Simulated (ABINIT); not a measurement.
The system is C.

```
CELL_PARAMETERS angstrom
1.23319 0.71198 8.28262
-1.23319 0.71198 8.28262
0.00000 -1.42396 8.28262
ATOMIC_POSITIONS crystal
C 0.08717 0.08717 0.08717
C 0.75385 0.75385 0.75385
C 0.24615 0.24615 0.24615
C 0.91283 0.91283 0.91283
```

This isn't the form of C at room conditions, which is graphite.

Base run:

```yaml
Program: ABINIT 10.8.3 (patched build)
Functional: PBEsol
Potentials_or_basis: JTH PAW PBE v2.0
Cutoff: 517 eV
k_mesh: 12 × 12 × 12
Occupations: fermi-dirac, width 0.05 eV
Spin: no spin polarisation
```

Its results: band gap on the k mesh 0.18 eV, direct; pressure -2.4 GPa; largest force 0.007 eV/Å.

Problem. The run is repeated on the same cell with these changes: functional from PBEsol to LDA; potentials or basis from JTH PAW PBE v2.0 to JTH PAW LDA v2.0. What comes out?

Solution. Band gap on the k mesh 0.19 eV, direct; pressure -6.4 GPa; largest force 0.009 eV/Å.

Caveats: the mesh misses the band edges, which the band path finds closer together; the atomic spheres overlap; the PAW data sets were made with another functional, which shifts forces and pressure a little (some runs).
